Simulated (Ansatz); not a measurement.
A generator proposed this cell of Bi.

```cif
data_structure
_symmetry_space_group_name_H-M 'P 1'
_symmetry_Int_Tables_number 1
_cell_length_a 4.3784
_cell_length_b 4.3784
_cell_length_c 4.3784
_cell_angle_alpha 109.471
_cell_angle_beta 109.471
_cell_angle_gamma 109.471
_cell_volume 64.62
loop_
_atom_site_label
_atom_site_type_symbol
_atom_site_fract_x
_atom_site_fract_y
_atom_site_fract_z
_atom_site_occupancy
Bi1 Bi 0.00000 0.50000 0.50000 1
Bi2 Bi 0.50000 0.00000 0.50000 1
Bi3 Bi 0.50000 0.50000 0.00000 1
```

All numbers below come from Ansatz 0.2.0, DFT PBE, scalar-relativistic, plane waves, PAW. Cutoff 420 eV; k points 6×6×6 on the computed 3-atom cell (Γ-centred); Gaussian smearing, width 0.10 eV; no spin polarisation.

Energies count from the standard state of Bi at the same level.

Task: How far from equilibrium is it?

Result: The pressure is 99.2 GPa (it wants to expand), the largest force is 0.00 eV/Å (symmetry fixes the atoms), and the energy is +3.78 eV/atom against the standard state. The shortest distance is 2.53 Å.

Task: How much does it gain on relaxing, and where does it end?

Result: Relaxing gains about 3.2 eV/atom (the start's value is from the coarse mesh, so the gain is rough) in 14 ionic steps and ends at +0.53 eV/atom on the finer mesh. The symmetry stays Im-3m (No. 229). The volume per atom grows by 90.5 %, from 21.5 to 41.0 Å³. The shortest distance goes from 2.53 Å (Bi–Bi) to 3.13 Å (Bi–Bi). Conventional cell: a = 6.267 Å. Around Bi lie 4 Bi at 3.13 Å.

The last run used a 10×10×10 mesh for its 3-atom cell and Gaussian smearing of 0.10 eV. These runs have no spin–orbit coupling, which can matter for Bi. The relaxation can't lower the symmetry of the start. A structure relaxed within its symmetry needn't be a true minimum. Another cell of Bi relaxed alike, in Pm-3m, lies 0.48 eV/atom lower, so this cell isn't the stable form at this level.
